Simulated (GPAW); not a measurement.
The system is CoO.

```xyz
2
Lattice="1.5055 0.8692 2.4399 -1.5055 0.8692 2.4399 0.0000 -1.7384 2.4399" Properties=species:S:1:pos:R:3 pbc="T T T"
Co    0.0000    0.0000    0.0000
O     0.0000    0.0000    3.6599
```

The cell is a database's computed one.

Base run:

```yaml
Program: GPAW 26.7.0
Functional: PBEsol
Potentials_or_basis: PAW data sets generated in the run's folder for this functional
Cutoff: 800 eV
Basis: pw
k_mesh: 8 × 8 × 8
Occupations: fermi-dirac, width 0.05 eV
Spin: collinear spin, ferromagnetic start
Starting_moments: "[2.0, 0.0] μB"
Hubbard_terms: Co d U = 8 eV
```

Its results: pressure -1.3 GPa; net moment 3.00 μB per cell; site moments Co +2.79; O +0.14 μB.

Question: After a change of settings the same cell gave: pressure -7.1 GPa; net moment 3.00 μB per cell; site moments Co +2.60; O +0.24 μB. Which change was it?
A. hubbard terms from Co d U = 8 eV to none
B. hubbard terms from Co d U = 8 eV to Co d U = 3 eV
C. hubbard terms from Co d U = 8 eV to Co d U = 1 eV

Answer: C.

Caveats: a cell with one magnetic atom can't hold antiferromagnetic order, which such compounds often take.
